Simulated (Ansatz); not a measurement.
Cd: pressure against volume scale

All results are calculated (Ansatz 0.2.0). Plane-wave DFT, scalar-relativistic PAW made under PBE with cores redone for the functional, no dispersion; the given relaxed cell is scaled uniformly, energy at zero smearing counts from the unscaled cell, pressure at the given Fermi-Dirac smearing is positive in compression.

The cell before it is scaled or strained (space group P6/mmm, No. 191):
```
CELL_PARAMETERS angstrom
5.25860 0.00000 0.00000
-2.62930 4.55410 0.00000
0.00000 0.00000 3.17430
ATOMIC_POSITIONS crystal
Cd 0.00000 0.00000 0.00000
Cd 0.33333 0.66667 0.50000
Cd 0.66667 0.33333 0.50000
```

Settings of every row: spin polarised no; functional RPBE; wave cutoff 420 eV; smearing width 0.1 eV; k mesh 8x8x11.

Atom starting moment: 0 on all atoms.

Limits: the cell comes from a prototype or a list of computed structures and needn't be the stable phase.

| row | volume scale | V (Å³/atom) | pressure (GPa) | energy change per atom (meV) |
| --- | --- | --- | --- | --- |
| 1 | 0.88 | 22.299 | 5.01 | 40.55 |
| 2 | 0.92 | 23.312 | ? | ? |
| 3 | 0.96 | 24.326 | 1.25 | 3.9 |
| 4 | 1.04 | 26.353 | -0.78 | 2.34 |
| 5 | 1.08 | 27.367 | -1.4 | 9.2 |
| 6 | 1.12 | 28.38 | -1.83 | 19.29 |

Question: what pressure should row 2 give?

Worked fit of pressure. Take u = (V_r/V)^(2/3) − 1 with V_r = 26.353 Å³ an atom, which is twice the finite (Eulerian) strain; such expansions in the strain, on which the Birch-Murnaghan equation of state is built, carry the rest volume and the bulk modulus. The shown rows have u = 0.1178, 0.05481, 0, -0.02486, -0.0482. Least squares give pressure = −0.813 + 28.878 × u + 173.58 × u² GPa; a straight line predicts inner rows, each left out in turn, worse (root mean square 0.59 against 0.069 GPa). The rows lie off it by 0.01, -0.04, 0.03, 0.02, -0.03. The pressure vanishes at u = 0.0245, or V = 25.41 Å³ an atom, and there the bulk modulus at fixed shape and fractions is B = −V dP/dV = (2/3)(1 + u) dP/du = 25.5 GPa. Letting shape and atoms relax would as a rule lower it, by much in layered, chain or molecular crystals. The withheld row has u = 0.08518, so the fit gives −0.813 + 28.878 × (0.08518) + 173.58 × (0.08518)² = 2.91 GPa.

The calculation gave 2.85 GPa. The fit lies 0.06 GPa (2.1 % of the value, 0.88 % of the column's range) above it; its largest miss of a shown row is 0.04 GPa.

The other values of row 2: energy change per atom 16.38 meV.
